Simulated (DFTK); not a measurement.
Runs of DFTK 0.8.2 on Pb. Symmetry: Fm-3m, No. 225, cubic system. The conventional cell has a = 4.950 Å, b = 4.950 Å, c = 4.950 Å, α = 90.00°, β = 90.00°, γ = 90.00°. Pb (site symmetry m-3m) has 12 Pb at 3.50 Å as nearest neighbours. 

| task | level | potentials or basis | k mesh | cutoff (eV) | valence electrons | SCF solver | gap on the mesh (eV) | pressure (GPa) |
| --- | --- | --- | --- | --- | --- | --- | --- | --- |
| band structure | LDA | SG15 1.2 (PBE) | 9 × 9 × 9 | 1225 | Pb 14 | - | none | -2.3 |
| band structure | TASK | cp2k.nc.sr.pbe.v0_1.semicore.gth (PBE, GTH) | 7 × 7 × 7 | 1306 | Pb 14 | ScfAndersonSolver | none | - |
| band structure | BJ06 | SG15 1.2 (PBE) | 9 × 9 × 9 | 1225 | Pb 14 | - | none | - |
| band structure | LDA | cp2k.nc.sr.lda.v0_1.largecore.gth (LDA, GTH) | 9 × 9 × 9 | 544 | Pb 4 | - | none | (a) |

Alike in all rows: no spin polarisation; cell as given; smearing fermi-dirac 0.05 eV.

Problem. Estimate the missing entries.

Solution. (a) -3.2.

Caveats: the potentials were made for another functional, which shifts forces and pressure (some runs); the program leaves the constant c of mgga_x_tb09 at 1, so the potential is Becke-Johnson's (BJ06) and not Tran and Blaha's, with levels but no total energy (some runs); GTH potentials come without recommended cutoffs, and this one wasn't checked for convergence (some runs).

A k mesh can miss the band edges, and the runs leave out spin-orbit coupling on Pb.

A gap of «none» marks a metal or a gap under the smearing width.

Not every run made on this cell is shown here.
